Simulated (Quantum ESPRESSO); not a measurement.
WC:

```
W C
1.0
     0.00000    2.19268    2.19268
     2.19268    0.00000    2.19268
     2.19268    2.19268    0.00000
W C
1 1
Direct
  0.00000 0.00000 0.00000
  0.50000 0.50000 0.50000
```

Measurements of this composition are mostly on another form, of space group No. 187.

Base run:

```yaml
Program: Quantum ESPRESSO 7.5
Functional: PBEsol
Potentials_or_basis: GBRV 1.5 PBEsol
Cutoff: 762 eV
Density_cutoff: 6095 eV
k_mesh: 10 × 10 × 10
Occupations: fermi-dirac, width 0.05 eV
Spin: no spin polarisation
```

Its results: band gap on the k mesh none (metal or under the smearing width); pressure -9.5 GPa.

Question: The run is repeated on the same cell with these changes: hubbard terms from none to W d U = 3 eV. What comes out?

Answer: Band gap on the k mesh none (metal or under the smearing width); pressure -8.9 GPa.

Caveats: U without spin polarisation on a metal has little footing (some runs); the U is typed as a test and isn't derived for this compound (some runs).

Not every run made on this cell is shown here.
